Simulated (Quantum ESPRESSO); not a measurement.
# Ge under changes of volume

One of the cells (22.833 Å³/atom); the others are scaled copies at fixed shape and fractional positions:

```
CELL_PARAMETERS angstrom
3.99759 0.00000 0.00000
-1.99879 3.46201 0.00000
0.00000 0.00000 6.59938
ATOMIC_POSITIONS crystal
Ge 0.33333 0.66667 0.93710
Ge 0.66667 0.33333 0.43710
Ge 0.33333 0.66667 0.56290
Ge 0.66667 0.33333 0.06290
```

This isn't the form of Ge at room conditions, which is diamond.

- Program: Quantum ESPRESSO 7.5
- Functional: PBEsol
- Potentials or basis: GBRV 1.5 PBEsol
- Cutoff: 612 eV
- Density cutoff: 4898 eV
- k mesh: 8 × 8 × 4
- Occupations: fermi-dirac, width 0.05 eV
- Spin: no spin polarisation

| volume (Å³/atom) | energy over the lowest point (meV/atom) | pressure (GPa) | largest force (eV/Å) |
| --- | --- | --- | --- |
| 21.463 | 18.24 | 4.5 | 0.024 |
| 21.920 | ? | ? | ? |
| 22.377 | 1.67 | 1.1 | 0.008 |
| 22.833 | 0.00 | -0.3 | 0.004 |
| 23.290 | 2.08 | -1.5 | 0.002 |
| 23.747 | 7.58 | -2.6 | 0.011 |
| 24.203 | 16.14 | -3.7 | 0.020 |

Task: What does the run at 21.920 Å³/atom give?

Result: Energy over the lowest point 7.52 meV/atom; pressure 2.7 GPa; largest force 0.014 eV/Å.

Worked out: A Birch-Murnaghan fit of order 3 (a polynomial in V^(-2/3)) to the other rows has its minimum at 22.80 Å³/atom with B0 = V·E''(V) = 67 GPa and B' = 4.4 at fixed shape and positions, which overstates the stiffness. It gives 7.60 meV/atom at 21.920 Å³/atom, against the run's 7.52, and -dE/dV = 2.9 GPa, against 2.7.

Energies are extrapolated to zero smearing.
